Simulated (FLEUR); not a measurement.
# Ta (Im-3m) in FLEUR: further runs

One crystal, Ta, is run at these levels: LDA; tasks: band structure, equation of state.

All numbers are computed with FLEUR MaX-R8.1 (later development tree); they aren't measurements. Logs are shortened: lines on timing, memory, paths and dates and some standing lists are left out, and cuts for length are marked.

**The experiment to reproduce.**

From “Pressure effects on the electronic structure and superconductivity of (TaNb)0.67(HfZrTi)0.33 high entropy alloy”, 2019, arxiv:1910.08312, for a bulk crystal of Ta: bulk modulus 194 GPa.

The runs below are set against these values where they give the same quantity.

## Step 1: Starting point

It takes space group Im-3m (No. 229, cubic). Conventional cell: a = 3.303 Å, b = 3.303 Å, c = 3.303 Å, α = 90.00°, β = 90.00°, γ = 90.00°. Ta (site symmetry m-3m) is surrounded by 8 Ta at 2.86 Å.

## Step 2: Band structure, LDA

The input, inp.xml:

```xml
<?xml version="1.0" encoding="UTF-8" standalone="no"?>
<fleurInput fleurInputVersion="0.39">
   <comment>
      Ta                                                                                                  
   </comment>
   <calculationSetup>
      <cutoffs Kmax="4.1" Gmax="12.7" GmaxXC="12.7" numbands="0"/>
      <scfLoop itmax="60" minDistance="0.00001" maxIterBroyd="15" imix="Anderson" alpha="0.05" precondParam="0.0" spinf="2.0" sdNocoIR="T"/>
      <coreElectrons ctail="T" frcor="F" kcrel="0" coretail_lmax="0"/>
      <xcFunctional name="vwn" relativisticCorrections="F"/>
      <magnetism jspins="1"/>
      <soc l_soc="F" theta="0.0" phi="0.0" spav="F"/>
      <expertModes spex="0" secvar="F"/>
      <geometryOptimization l_f="F" forcealpha="1.0" forcemix="BFGS" epsdisp="0.00001" epsforce="0.00001"/>
      <ldaU l_linMix="F" mixParam="0.05" spinf="1.0"/>
   </calculationSetup>
   <cell>
      <bzIntegration valenceElectrons="27.0" mode="hist" fermiSmearingEnergy="0.00183747">
         <kPointListSelection listName="default-1"/>
         <!-- k-points included here -->
         <xi:include xmlns:xi="http://www.w3.org/2001/XInclude" href="kpts.xml"> </xi:include>
      </bzIntegration>
      <!-- symmetry operations included here -->
      <xi:include xmlns:xi="http://www.w3.org/2001/XInclude" href="sym.xml"> </xi:include>
      <bulkLattice scale="1.0">
         <bravaisMatrix>
            <row-1>   -3.1204669550294879     3.1204669550294879     3.1204669550294879</row-1>
            <row-2>    3.1204669550294879    -3.1204669550294879     3.1204669550294879</row-2>
            <row-3>    3.1204669550294879     3.1204669550294879    -3.1204669550294879</row-3>
         </bravaisMatrix>
      </bulkLattice>
   </cell>
   <atomSpecies>
      <species name="Tantalum (Ta)" element="Ta" atomicNumber="73">
         <mtSphere radius="2.5" gridPoints="827" logIncrement="0.016"/>
         <atomicCutoffs lmax="10" lnonsphr="8"/>
         <electronConfig flipSpins="F">
            <coreConfig>(1s1/2) (2s1/2) (2p1/2) (2p3/2) (3s1/2) (3p1/2) (3p3/2) (4s1/2) (3d3/2) (3d5/2) (4p1/2) (4p3/2) (4d3/2) (4d5/2)</coreConfig>
            <valenceConfig>(5s1/2) (5p1/2) (5p3/2) (6s1/2) (4f5/2) (4f7/2) (5d3/2) (5d5/2)</valenceConfig>
            <stateOccupation state="(5d3/2)" spinUp="0.600000" spinDown="0.600000"/>
            <stateOccupation state="(5d5/2)" spinUp="0.900000" spinDown="0.900000"/>
         </electronConfig>
         <energyParameters s="6" p="6" d="5" f="4"/>
         <lo type="SCLO" l="0" n="5" eDeriv="0"/>
         <lo type="SCLO" l="1" n="5" eDeriv="0"/>
         <lo type="SCLO" l="2" n="5" eDeriv="2"/>
         <lo type="SCLO" l="3" n="4" eDeriv="2"/>
      </species>
   </atomSpecies>
   <atomGroups>
      <atomGroup species="Tantalum (Ta)">
         <relPos label="                   1">.0000000000 .0000000000 .0000000000</relPos>
         <force calculate="T" relaxXYZ="TTT"/>
      </atomGroup>
   </atomGroups>
   <output dos="F" band="F" slice="F">
      <checks vchk="F" cdinf="F"/>
      <bandDOS minEnergy="-.5*Htr" maxEnergy="0.5*Htr" sigma="0.015" storeEVData="T"/>
      <vacuumDOS vacdos="F" integ="F" star="F" nstars="0" locx1="0.0" locy1="0.0" locx2="0.0" locy2="0.0" nstm="0" tworkf="0.0"/>
      <unfoldingBand unfoldBand="F" supercellX="1" supercellY="1" supercellZ="1"/>
      <plotting iplot="0" polar="F">
         <plot TwoD="T" vec1="  1.0  0.0  0.0" vec2="  0.0  1.0  0.0" vec3="  0.0  0.0  1.0" zero="  0.0  0.0  0.0" file="plot"/>
      </plotting>
      <chargeDensitySlicing numkpt="0" minEigenval="0.0" maxEigenval="0.0" nnne="0" pallst="F"/>
      <specialOutput eonly="F"/>
      <moessbauerParams electricFieldGradient="T" isomerShift="T" coreHyperfine="T" valenceHyperfine="T"/>
      <magneticCircularDichroism mcd="F" energyLo="-10.0" energyUp="0.0"/>
   </output>
  <!-- We include the file relax.xml here to enable relaxations (see documentation) -->
  <xi:include xmlns:xi="http://www.w3.org/2001/XInclude" href="relax.xml"> <xi:fallback/> </xi:include>
</fleurInput>
```

The input, crystal.txt:

```
Ta
&input cartesian=F /
-1.6512800000  1.6512800000  1.6512800000
1.6512800000  -1.6512800000  1.6512800000
1.6512800000  1.6512800000  -1.6512800000
1.8897261246
1.0 1.0 1.0

1
73 0.0000000000  0.0000000000  0.0000000000

&kpt div1=11 div2=11 div3=11 gamma=T /
```

The input, inp.xml (bands):

```
<?xml version="1.0" encoding="UTF-8" standalone="no"?>
<fleurInput fleurInputVersion="0.39">
   <comment>
      Ta                                                                                                  
   </comment>
   <calculationSetup>
      <cutoffs Kmax="4.1" Gmax="12.7" GmaxXC="12.7" numbands="0"/>
      <scfLoop itmax="60" minDistance="0.00001" maxIterBroyd="15" imix="Anderson" alpha="0.05" precondParam="0.0" spinf="2.0" sdNocoIR="T"/>
      <coreElectrons ctail="T" frcor="F" kcrel="0" coretail_lmax="0"/>
      <xcFunctional name="vwn" relativisticCorrections="F"/>
      <magnetism jspins="1"/>
      <soc l_soc="F" theta="0.0" phi="0.0" spav="F"/>
      <expertModes spex="0" secvar="F"/>
      <geometryOptimization l_f="F" forcealpha="1.0" forcemix="BFGS" epsdisp="0.00001" epsforce="0.00001"/>
      <ldaU l_linMix="F" mixParam="0.05" spinf="1.0"/>
   </calculationSetup>
   <cell>
      <bzIntegration valenceElectrons="27.0" mode="hist" fermiSmearingEnergy="0.00183747">
         <kPointListSelection listName="path-1"/>
         <!-- k-points included here -->
         <xi:include xmlns:xi="http://www.w3.org/2001/XInclude" href="kpts.xml"> </xi:include>
      </bzIntegration>
      <!-- symmetry operations included here -->
      <xi:include xmlns:xi="http://www.w3.org/2001/XInclude" href="sym.xml"> </xi:include>
      <bulkLattice scale="1.0">
         <bravaisMatrix>
            <row-1>   -3.1204669550294879     3.1204669550294879     3.1204669550294879</row-1>
            <row-2>    3.1204669550294879    -3.1204669550294879     3.1204669550294879</row-2>
            <row-3>    3.1204669550294879     3.1204669550294879    -3.1204669550294879</row-3>
         </bravaisMatrix>
      </bulkLattice>
   </cell>
   <atomSpecies>
      <species name="Tantalum (Ta)" element="Ta" atomicNumber="73">
         <mtSphere radius="2.5" gridPoints="827" logIncrement="0.016"/>
         <atomicCutoffs lmax="10" lnonsphr="8"/>
         <electronConfig flipSpins="F">
            <coreConfig>(1s1/2) (2s1/2) (2p1/2) (2p3/2) (3s1/2) (3p1/2) (3p3/2) (4s1/2) (3d3/2) (3d5/2) (4p1/2) (4p3/2) (4d3/2) (4d5/2)</coreConfig>
            <valenceConfig>(5s1/2) (5p1/2) (5p3/2) (6s1/2) (4f5/2) (4f7/2) (5d3/2) (5d5/2)</valenceConfig>
            <stateOccupation state="(5d3/2)" spinUp="0.600000" spinDown="0.600000"/>
            <stateOccupation state="(5d5/2)" spinUp="0.900000" spinDown="0.900000"/>
         </electronConfig>
         <energyParameters s="6" p="6" d="5" f="4"/>
         <lo type="SCLO" l="0" n="5" eDeriv="0"/>
         <lo type="SCLO" l="1" n="5" eDeriv="0"/>
         <lo type="SCLO" l="2" n="5" eDeriv="2"/>
         <lo type="SCLO" l="3" n="4" eDeriv="2"/>
      </species>
   </atomSpecies>
   <atomGroups>
      <atomGroup species="Tantalum (Ta)">
         <relPos label="                   1">.0000000000 .0000000000 .0000000000</relPos>
         <force calculate="T" relaxXYZ="TTT"/>
      </atomGroup>
   </atomGroups>
   <output dos="F" band="T" slice="F">
      <checks vchk="F" cdinf="F"/>
      <bandDOS minEnergy="-.5*Htr" maxEnergy="0.5*Htr" sigma="0.015" storeEVData="T"/>
      <vacuumDOS vacdos="F" integ="F" star="F" nstars="0" locx1="0.0" locy1="0.0" locx2="0.0" locy2="0.0" nstm="0" tworkf="0.0"/>
      <unfoldingBand unfoldBand="F" supercellX="1" supercellY="1" supercellZ="1"/>
      <plotting iplot="0" polar="F">
         <plot TwoD="T" vec1="  1.0  0.0  0.0" vec2="  0.0  1.0  0.0" vec3="  0.0  0.0  1.0" zero="  0.0  0.0  0.0" file="plot"/>
      </plotting>
      <chargeDensitySlicing numkpt="0" minEigenval="0.0" maxEigenval="0.0" nnne="0" pallst="F"/>
      <specialOutput eonly="F"/>
      <moessbauerParams electricFieldGradient="T" isomerShift="T" coreHyperfine="T" valenceHyperfine="T"/>
      <magneticCircularDichroism mcd="F" energyLo="-10.0" energyUp="0.0"/>
   </output>
  <!-- We include the file relax.xml here to enable relaxations (see documentation) -->
  <xi:include xmlns:xi="http://www.w3.org/2001/XInclude" href="relax.xml"> <xi:fallback/> </xi:include>
</fleurInput>
```

Potentials or basis: all-electron, FLAPW.

On the command line:

```sh
> inpgen -f crystal.txt -profile fastHighL
> # inp.xml edited to the form shown
> fleur_MPI
> fleur_MPI   # second run, on inp.xml (bands)
```

Log:

```text
Welcome to FLEUR        (www.flapw.de)
      MaX-Release 8.1          (www.max-centre.eu)

 ========== k-point set info ==========
 Selected k-point list: default-1
 k-point list type: mesh
 11 x 11 x 11
 Number of k points: 56

 ------------Calculation Setup---------------------------
 Number of MPI-tasks      :            1
 Number of PE/node        :            1
 Number of OMP-threads    :            1
 Most efficient MPI parallelization for:
           1           2           4           7           8          14          28          56
 Additional eigenvalue parallelization possible
 Number of basis functions:          176
 Approximate size of matrices (H+S) per k-point:         0.000 GB
 --------------------------------------------------------
 Iteration:     1   Distance:      12.80016732 me/bohr^3
 Iteration:     2   Distance:      11.62285848 me/bohr^3
 Iteration:     3   Distance:       5.70903274 me/bohr^3
 Iteration:     4   Distance:       1.22117361 me/bohr^3
 Iteration:     5   Distance:       1.15038960 me/bohr^3
 Iteration:     6   Distance:       0.25287127 me/bohr^3
 Iteration:     7   Distance:       0.20753317 me/bohr^3
 Iteration:     8   Distance:       0.01981032 me/bohr^3
 Iteration:     9   Distance:       0.00389561 me/bohr^3
 Iteration:    10   Distance:       0.00269487 me/bohr^3
 Iteration:    11   Distance:       0.00006050 me/bohr^3
 Iteration:    12   Distance:       0.00008361 me/bohr^3
 Iteration:    13   Distance:       0.00000193 me/bohr^3

 ********************************************************************
 Run finished successfully
 Stop message:
   all done
 ********************************************************************
```

output (bands):

```text
Welcome to FLEUR        (www.flapw.de)
      MaX-Release 8.1          (www.max-centre.eu)

 ========== k-point set info ==========
 Selected k-point list: path-1
 k-point list type: path
 Number of k points: 60

 ------------Calculation Setup---------------------------
 Number of MPI-tasks      :            1
 Number of PE/node        :            1
 Number of OMP-threads    :            1
 Most efficient MPI parallelization for:
           1           2           3           4           5           6          10          12          15          20          30          60
 Additional eigenvalue parallelization possible
 Number of basis functions:          178
 Approximate size of matrices (H+S) per k-point:         0.000 GB
 --------------------------------------------------------
 Fermi energy correction for metals:
 Fermi energy in bands.* files may not be consistent with last density.
 Please correct it manually (e.g. in band.gnu file).

 Note: Band structure data (together with different weights) is also stored in the banddos.hdf file.
       A convenient way of extracting and plotting the data from that file is by making use of the

 ********************************************************************
 Run finished successfully
 Stop message:
   Charge density postprocessing done.
 ********************************************************************
```

out.xml (last iteration):

```text
<iteration numberForCurrentRun="   13" overallNumber="   13">
         <energyParameters units="Htr">
            <atomicEP atomType="1" spin="1" branch="6s" branchLowest="-1.93" branchHighest="2.23" value="0.3308358092"/>
            <atomicEP atomType="1" spin="1" branch="6p" branchLowest="-0.63" branchHighest="3.16" value="0.4663996094"/>
            <atomicEP atomType="1" spin="1" branch="5d" branchLowest="-7.41" branchHighest="1.03" value="0.4853649168"/>
            <atomicEP atomType="1" spin="1" branch="4f" branchLowest="-9.99" branchHighest="-0.18" value="-0.1531860186"/>
            <loAtomicEP atomType="1" spin="1" branch="5s" branchLowest="-19.06" branchHighest="-1.93" value="-1.9527520754"/>
            <loAtomicEP atomType="1" spin="1" branch="5p" branchLowest="-13.94" branchHighest="-0.63" value="-0.7444585868"/>
            <loAtomicEP atomType="1" spin="1" branch="5d" branchLowest="-7.41" branchHighest="1.03" value="0.4817411135"/>
            <loAtomicEP atomType="1" spin="1" branch="4f" branchLowest="-9.99" branchHighest="-0.18" value="-0.1775216777"/>
         </energyParameters>
         <eigenvalues>
            <eigenvaluesAt spin="1" ikpt="1" k_x="0.00000000" k_y="0.00000000" k_z="0.00000000">
                      -1.9568244878       -0.7037964008       -0.7037964008       -0.7037964008       -0.1853036743
                      -0.1853036743       -0.1853036743       -0.1834417456       -0.1834417456       -0.1834417456
                      -0.1814795045        0.2198291048        0.5337294267        0.5337294267        0.5337294267
                       0.6533455996        0.6533455996        1.0515698738        1.0515698738        1.0515698738
                       1.4671015503
            </eigenvaluesAt>
            <eigenvaluesAt spin="1" ikpt="2" k_x="0.00000000" k_y="0.00000000" k_z="0.09090909">
                      -1.9564880260       -0.7075343808       -0.7049528939       -0.7038165417       -0.1852444721
                      -0.1851734896       -0.1851583567       -0.1835692054       -0.1834879433       -0.1834763309
                      -0.1816576750        0.2332706435        0.5252759199        0.5309951082        0.5470350856
                       0.6408005172        0.6535058316        1.0630953973        1.0747426088        1.0853695751
                       1.3706127092
            </eigenvaluesAt>
            <eigenvaluesAt spin="1" ikpt="3" k_x="0.00000000" k_y="0.00000000" k_z="0.18181818">
                      -1.9555835549       -0.7173010505       -0.7080256292       -0.7038727459       -0.1851119653
                      -0.1848251854       -0.1847819247       -0.1838915710       -0.1836698232       -0.1835602882
[... 37 lines left out ...]
         </coreStates>
         <allElectronCharges>
            <spinDependentCharge spin="1" total="73.0000000" interstitial="2.0924188" mtSpheres="70.9075812"/>
            <totalCharge value="72.9999999995"/>
         </allElectronCharges>
         <moessbauerParams unitsHFF="kG" unitsIS="e/bohr^3" unitsEFG="Htr/bohr^2">
            <coreIsomerShift atomType="1" isTotal="1389388.83155">
               <shell n="1" l="0" isomerShift="1165150.30330"/>
               <shell n="2" l="0" isomerShift="165322.28686"/>
               <shell n="2" l="1" isomerShift="9751.69258"/>
               <shell n="3" l="0" isomerShift="36997.37662"/>
               <shell n="3" l="1" isomerShift="2437.43850"/>
               <shell n="4" l="0" isomerShift="9141.62105"/>
               <shell n="3" l="2" isomerShift="0.00094"/>
               <shell n="4" l="1" isomerShift="588.11147"/>
               <shell n="4" l="2" isomerShift="0.00023"/>
            </coreIsomerShift>
            <isomerShift atomType="1" nucleusRadius="0.0001336" averageDensity="1391057.07273"/>
            <electricFieldGradient atomType="1" VXX="0.00000" VYY="0.00000" VZZ="0.00000" asymParam="0.00000">
            </electricFieldGradient>
         </moessbauerParams>
         <totalEnergy                                    value="   -15616.9384709029" units="Htr">
            <sumOfEigenvalues                            value="    -9542.0943938184">
               <coreElectrons value="-9533.4361126368"/>
               <valenceElectrons value="-8.6582811816"/>
            </sumOfEigenvalues>
            <densityCoulombPotentialIntegral value="-26661.3559144826"/>
            <densityEffectivePotentialIntegral value="-27070.6665036675"/>
            <chargeDenXCDenIntegral value="-308.3771742189"/>
            <FockExchangeEnergyValence value="0.0000000000"/>
            <FockExchangeEnergyCore value="0.0000000000"/>
            <atomTypeDependentContributions atomType="1">
               <electronNucleiInteractionDifferentMTs value="19459.9864892695"/>
               <MadelungTerm value="-46.4689600223"/>
            </atomTypeDependentContributions>
            <tkbTimesEntropy value="0.0002735212"/>
            <freeEnergy value="-15616.9387444241"/>
            <extrapolationTo0K value="-15616.9386076635"/>
         </totalEnergy>
         <densityConvergence units="me/bohr^3">
            <chargeDensity spin="1" distance="0.0000019250"/>
         </densityConvergence>
      </iteration>
```

Run time: 11 s. Hardware: 1 thread of Arm Neoverse V1, shared host; peak memory 0.04 GiB.

Results:

| Item | Value |
| --- | --- |
| Free energy | -424958.5522 eV |
| Band gap along the path | none (metal or under the smearing width) |
| Valence electrons inside the program's atomic spheres | Ta 24.91 (radii Ta 2.5 bohr) |

Levels at the corners of the path, in eV from the Fermi level:
| point | band 10 | band 11 | band 12 | band 13 | band 14 | band 15 | band 16 | band 17 |
| --- | --- | --- | --- | --- | --- | --- | --- | --- |
| Γ | -18.84 | -18.79 | -7.87 | 0.67 | 0.67 | 0.67 | 3.93 | 3.93 |
| H | -18.83 | -18.83 | -3.81 | -3.81 | 6.78 | 6.78 | 6.78 | 8.68 |
| N | -18.84 | -18.82 | -4.38 | -1.58 | 1.72 | 3.80 | 4.82 | 7.75 |
| Γ | -18.84 | -18.79 | -7.87 | 0.67 | 0.67 | 0.67 | 3.93 | 3.93 |
| P | -18.85 | -18.85 | -1.21 | -1.21 | -1.21 | 4.99 | 4.99 | 6.97 |
| H | -18.83 | -18.83 | -3.81 | -3.81 | 6.78 | 6.78 | 6.78 | 8.68 |
| P | -18.85 | -18.85 | -1.21 | -1.21 | -1.21 | 4.99 | 4.99 | 6.97 |
| N | -18.84 | -18.82 | -4.38 | -1.58 | 1.72 | 3.80 | 4.82 | 7.75 |

Core levels (eV from the Fermi level):
| atom | levels |
| --- | --- |
| 1 Ta | 1s1/2 -67216.8, 2s1/2 -11537.4, 2p1/2 -11028.9, 2p3/2 -9759.9, 3s1/2 -2637.8, 3p1/2 -2411.5, 3p3/2 -2138.4, 4s1/2 -532.4, 3d3/2 -1755.2, 3d5/2 -1695.6, 4p1/2 -439.1, 4p3/2 -376.0, 4d3/2 -222.5, 4d5/2 -210.9 |

Caveat: spin-orbit coupling is left out, which moves the levels of the heavy elements.

## Step 3: Equation of state, LDA, 16.93 Å³/atom (volume scaled by 0.94)

inp.xml: that of step 2 with these lines changed.

```diff
@@ -24,3 +24,3 @@
       <xi:include xmlns:xi="http://www.w3.org/2001/XInclude" href="sym.xml"> </xi:include>
-      <bulkLattice scale="1.0">
+      <bulkLattice scale="0.9795861087">
          <bravaisMatrix>
@@ -34,3 +34,3 @@
       <species name="Tantalum (Ta)" element="Ta" atomicNumber="73">
-         <mtSphere radius="2.5" gridPoints="827" logIncrement="0.016"/>
+         <mtSphere radius="2.45" gridPoints="827" logIncrement="0.016"/>
          <atomicCutoffs lmax="10" lnonsphr="8"/>
```

Potentials or basis: all-electron, FLAPW.

On the command line:

```sh
> inpgen -f crystal.txt -profile fastHighL
> # inp.xml edited to the form shown
> fleur_MPI
```

Run time: 9.2 s. Hardware: 1 thread of Arm Neoverse V1, shared host; peak memory 0.08 GiB.

It converged, with:

| Item | Value |
| --- | --- |
| Free energy | -424958.5708 eV |
| Band gap on the k mesh | none (metal or under the smearing width) |
| Valence electrons inside the program's atomic spheres | Ta 24.86 (radii Ta 2.45 bohr) |

## Step 4: Equation of state, LDA, 17.29 Å³/atom (volume scaled by 0.96)

inp.xml: that of step 3 with these lines changed.

```diff
@@ -24,3 +24,3 @@
       <xi:include xmlns:xi="http://www.w3.org/2001/XInclude" href="sym.xml"> </xi:include>
-      <bulkLattice scale="0.9795861087">
+      <bulkLattice scale="0.9864848297">
          <bravaisMatrix>
```

On the command line:

```sh
> inpgen -f crystal.txt -profile fastHighL
> # inp.xml edited to the form shown
> fleur_MPI
```

Run time: 9.3 s. Hardware: 1 thread of Arm Neoverse V1, shared host; peak memory 0.08 GiB.

Results (log left out):

* Free energy: -424958.5733 eV
* Band gap on the k mesh: none (metal or under the smearing width)
* Valence electrons inside the program's atomic spheres: Ta 24.82 (radii Ta 2.45 bohr)

## Step 5: Equation of state, LDA, 18.01 Å³/atom

inp.xml: that of step 4 with these lines changed.

```diff
@@ -24,3 +24,3 @@
       <xi:include xmlns:xi="http://www.w3.org/2001/XInclude" href="sym.xml"> </xi:include>
-      <bulkLattice scale="0.9864848297">
+      <bulkLattice scale="1.0000000000">
          <bravaisMatrix>
```

On the command line:

```sh
> inpgen -f crystal.txt -profile fastHighL
> # inp.xml edited to the form shown
> fleur_MPI
```

Wall time 9.6 s (1 thread of Arm Neoverse V1, shared host); peak memory 0.08 GiB.

It converged, with:

```yaml
Free_energy: -424958.5480 eV
Band_gap_on_the_k_mesh: none (metal or under the smearing width)
Valence_electrons_inside_the_program's_atomic_spheres: Ta 24.74 (radii Ta 2.45 bohr)
```

(Part 1 of 2 ends here.)
